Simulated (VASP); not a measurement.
Set up this calculation in VASP 6.6.1, as the native input.

```
Task                   : relaxation of cell and atoms
Functional             : PBE
Dispersion             : D4
Potentials or basis    : VASP PAW PBE potentials, release 64 (Ba_sv, Ti_sv, O)
Cutoff                 : 600 eV
k mesh                 : 7 × 7 × 7
Occupations            : fermi-dirac, width 0.05 eV
Spin                   : no spin polarisation
Further INCAR settings : ALGO = Normal; EDIFF = 1e-07; IBRION = 2; EDIFFG = -0.01; NSW = 40; ISIF = 3
```

The structure of BaTiO3 lies in POSCAR:

```
BaTiO3
1.0
    3.9998000000      0.0000000000      0.0000000000
    0.0000000000      3.9998000000      0.0000000000
    0.0000000000      0.0000000000      4.0180000000
Ba Ti O
1 1 3
Direct
    0.0000000000      0.0000000000      0.0000000000
    0.5000000000      0.5000000000      0.4900000000
    0.0000000000      0.5000000000      0.5170000000
    0.5000000000      0.0000000000      0.5170000000
    0.5000000000      0.5000000000      0.0190000000
```

These files were run (other wordings do the same):

INCAR

```
ALGO = Normal
EDIFF = 1E-7
EDIFFG = -0.01
ENCUT = 600
GGA = PE
IBRION = 2
ISIF = 3
ISMEAR = -1
IVDW = 13
LASPH = True
LCHARG = False
LREAL = False
LWAVE = False
NELM = 100
NSW = 40
PREC = Accurate
SIGMA = 0.05
```

KPOINTS

```
k-points
0
Gamma
  7 7 7
```

Potentials or basis: VASP PAW PBE potentials, release 64 (Ba_sv, Ti_sv, O).

Command:

```bash
$ cat potpaw_PBE.64/Ba_sv/POTCAR potpaw_PBE.64/Ti_sv/POTCAR potpaw_PBE.64/O/POTCAR > POTCAR
$ mpirun -np 1 vasp_std > vasp.out
```

It gave:

| Property | Result |
| --- | --- |
| Relaxed volume | 13.14 Å³/atom |
| Relaxed cell | a = 3.984 Å, b = 3.984 Å, c = 4.140 Å, α = 90.00°, β = 90.00°, γ = 90.00° |
| Space group after relaxing (to 0.05 Å) | P4mm (No. 99) |
| Energy gained by relaxing | 4.4 meV/atom |
| Ionic steps | 14 |
| Pressure after relaxing | 0.0 GPa |
| Largest force after relaxing | 0.010 eV/Å |
| Band gap on the k mesh | 1.90 eV, indirect (least direct gap 2.30 eV) |
| Dispersion energy per atom | -0.211 eV |

Caveat: spin-orbit coupling is left out, which moves the levels of the heavy elements; an odd mesh through Γ misses points on the zone boundary, where band edges often lie.

Wall time 5.5 min on 1 thread of AMD EPYC 9R45 96-Core Processor (Zen 5), on a shared host, peak memory 0.22 GiB.
